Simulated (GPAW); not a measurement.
## CdSe (Cadmoselite) in GPAW: convergence with density grid spacing (A)

Input of the first run (density grid spacing (A) 0.24); the others differ in this setting and in those tied to it:

File run.py:

```python
from ase.dft.bandgap import bandgap
from ase.io import read, write
from ase.units import GPa
from gpaw import GPAW, PW

atoms = read('POSCAR')

calc = GPAW(mode=PW(600),
            h=0.24,
            xc='PBE',
            kpts={'size': (5, 5, 3), 'gamma': True},
            occupations={'name': 'fermi-dirac', 'width': 0.05},
            nbands=31,
            convergence={'density': 1e-05, 'energy': 1e-05},
            maxiter=100,
            txt='gpaw.txt')
atoms.calc = calc
energy = atoms.get_potential_energy()
forces = atoms.get_forces()
stress = atoms.get_stress()
calc.write('gs.gpw')
write('result.traj', atoms)
print(f'Energy: {energy:.6f} eV')
print('Forces (eV/A):')
print(forces.round(4))
print('Stress (GPa):', (stress / GPa).round(3))
print('Fermi level:', round(calc.get_fermi_level(), 4), 'eV')
print(f'Gap: {bandgap(calc)[0]:.4f} eV, direct: {bandgap(calc, direct=True)[0]:.4f} eV')
```

File POSCAR:

```
CdSe
1.0
    4.3000000000      0.0000000000      0.0000000000
   -2.1500000000      3.7239092363      0.0000000000
    0.0000000000      0.0000000000      7.0200000000
Cd Se
2 2
Direct
    0.6666666667      0.3333333333      0.5000000000
    0.3333333333      0.6666666667      0.0000000000
    0.6666666667      0.3333333333      0.8850000000
    0.3333333333      0.6666666667      0.3850000000
```

Potentials or basis: GPAW PAW data sets (gpaw-data 1.2.1), pw.

Run with:

```bash
$ OMP_NUM_THREADS=1 python run.py
```

Hardware: 1 thread of Arm Neoverse V2, with other jobs on the host.

```csv
density grid spacing (A),"energy less the tightest run, at zero smearing (meV/atom)",SCF cycles,CPU time (s),peak memory (GiB)
0.24,-0.84,10,17,0.18
0.2,-0.07,10,21,0.19
0.17,-0.01,10,27,0.2
0.15,0.00,10,33,0.23
0.13,0.00,10,45,0.27
0.11,0.00,10,75,0.34
0.09,0.00,10,120,0.49
```

Against the tightest run, the energy stays within 1 meV/atom from 0.24 on. The tightest run that finished is the yardstick and may itself not be fully converged.

Caveat, for the tightest run too: the k mesh is coarse.
